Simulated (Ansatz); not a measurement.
The system is SnO.

```
CELL_PARAMETERS angstrom
3.81370 0.00000 0.00000
0.00000 3.81370 0.00000
0.00000 0.00000 4.88691
ATOMIC_POSITIONS crystal
Sn 0.50000 0.00000 0.76463
Sn 0.00000 0.50000 0.23537
O 0.00000 0.00000 0.00000
O 0.50000 0.50000 0.00000
```

The cell is a database's computed one.

```yaml
Program: Ansatz 0.2.0
Task: relaxation of cell and atoms
Functional: BLYP
Dispersion: D3(BJ)
Potentials_or_basis: Ansatz PAW
Cutoff: "420 eV (not typed: the program's choice for these potentials)"
k_mesh: 7 × 7 × 6
Occupations: fermi-dirac, width 0.05 eV
Spin: no spin polarisation
```

At the start: volume 17.77 Å³/atom.

Q: How do energy, volume and symmetry change on relaxing?

A: It ends after 8 steps and the volume is 18.04 Å³/atom (+1.5 %); space group P4/nmm (No. 129, to 0.05 Å).

Step by step:
| step | energy change (eV) | largest force (eV/Å) | volume (Å³) |
| --- | --- | --- | --- |
| 1 | 0.0000 | 0.5820 | 71.08 |
| 2 | -0.0254 | 0.3195 | 71.15 |
| 3 | -0.0284 | 0.0170 | 72.60 |
| 4 | -0.0301 | 0.0005 | 72.20 |
| 5 | -0.0348 | 0.0018 | 72.20 |
| 6 | -0.0350 | 0.0011 | 72.17 |
| 7 | -0.0350 | 0.0000 | 72.17 |
| 8 | -0.0352 | 0.0000 | 72.17 |

Final structure:
```
Sn O
1.0
     3.87318    0.00000    0.00000
     0.00000    3.87318    0.00000
     0.00000    0.00000    4.81082
Sn O
2 2
Direct
  0.50000 0.00000 0.75899
  0.00000 0.50000 0.24101
  0.00000 0.00000 0.00000
  0.50000 0.50000 0.00000
```

Caveat: the plane-wave basis is chosen anew once the cell has moved, so the energies of steps on either side of that aren't comparable; the pressure holds a Pulay correction of +0.5 GPa for the finite cutoff; the PAW data sets come from PBE, with cores solved anew for the run's functional, which leaves a small shift of forces and pressure.
